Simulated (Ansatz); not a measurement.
All-electron LAPW in Ansatz 0.2.0 under PBE, scalar-relativistic, energies extrapolated to zero smearing. Slabs are 1×1 cells cut from bulk crystals relaxed on PAW files, with atoms then relaxed, 16 to 20 Å of vacuum, a dipole correction, k spacings of 0.16 to 0.26 Å⁻¹ and smearing of 0.02 to 0.1 eV, without spin–orbit coupling or spin polarisation. The bulk type named needn't be the stable one, and no reconstruction is allowed.

Question: Order these slabs by surface energy, lowest first.
A. diamond Si (111), 8 layers
B. diamond Si (111), 6 layers
C. diamond Si (100), 4 layers

Answer: B (1.48 J/m²), A (1.57 J/m²), C (1.97 J/m²).
